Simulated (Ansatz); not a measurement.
A surface is cut from this relaxed crystal of BN:

```
B N
1.0
     2.50435    0.00000    0.00000
    -1.25217    2.16883    0.00000
     0.00000    0.00000    7.01909
B N
2 2
Direct
  0.33333 0.66667 0.25000
  0.66667 0.33333 0.75000
  0.33333 0.66667 0.75000
  0.66667 0.33333 0.25000
```

Miller indices refer to the conventional cell of P6_3/mmc (No. 194), a = 2.504 Å, b = 2.504 Å, c = 7.019 Å, α = 90.00°, β = 90.00°, γ = 120.00°. The bulk's gap is 4.27 eV.

The (111) slab of 17 planes, 9.9 Å thick with 15 Å of vacuum as cut; outer planes BN (top) and BN (bottom).

Theory: DFT PBEsol, scalar-relativistic, plane waves, PAW in Ansatz 0.2.0. Plane waves to 420 eV, a k mesh through Γ of 7×4×1 on the computed 34-atom cell and Gaussian smearing (0.05 eV); no spin polarisation. A dipole correction removes the field between periodic images along c.

With the atoms at the bulk's places:

```json
{"Surface energy (mean of both faces)": "4.99 J/m²", "Gap of the slab on the mesh": "1.16 eV", "Bulk valence band top under the vacuum level": "6.74 eV", "Bulk conduction band bottom under the vacuum level": "2.47 eV"}
```

(1) What changes when all atoms relax within this surface cell and its symmetry?

The gap is read on a mesh, which can miss the band edges, so it can be too wide.

Results:

(1) The energy falls by 1.363 J/m² a face, and the largest move is 0.48 Å.

```json
{"Surface energy (mean of both faces)": "3.63 J/m²", "Gap of the slab on the mesh": "3.83 eV", "Bulk valence band top under the vacuum level": "7.61 eV", "Bulk conduction band bottom under the vacuum level": "3.34 eV"}
```

| plane (bottom to top) | atoms | spacing to next, bulk (Å) | relaxed (Å) | change (%) | rumpling (Å) |
| --- | --- | --- | --- | --- | --- |
| 1 | BN | 0.616 | 0.538 | -12.8 | 0.346 |
| 2 | BN | 0.616 | 0.538 | -12.8 | 0.359 |
| 3 | BN | 0.616 | 0.578 | -6.2 | 0.071 |
| 4 | BN | 0.616 | 0.671 | +8.9 | 0.080 |
| 5 | BN | 0.616 | 0.602 | -2.3 | 0.033 |
| 6 | BN | 0.616 | 0.617 | +0.2 | 0.042 |
| 7 | BN | 0.616 | 0.613 | -0.6 | 0.010 |
| 8 | BN | 0.616 | 0.618 | +0.3 | 0.025 |
| 9 | BN | 0.616 | 0.618 | +0.2 | 0.000 |
| 10 | BN | 0.616 | 0.613 | -0.6 | 0.025 |
| 11 | BN | 0.616 | 0.617 | +0.1 | 0.010 |
| 12 | BN | 0.616 | 0.602 | -2.3 | 0.042 |
| 13 | BN | 0.616 | 0.671 | +8.9 | 0.033 |
| 14 | BN | 0.616 | 0.578 | -6.2 | 0.080 |
| 15 | BN | 0.616 | 0.537 | -12.8 | 0.071 |
| 16 | BN | 0.616 | 0.538 | -12.7 | 0.359 |
| 17 | BN |  |  |  | 0.346 |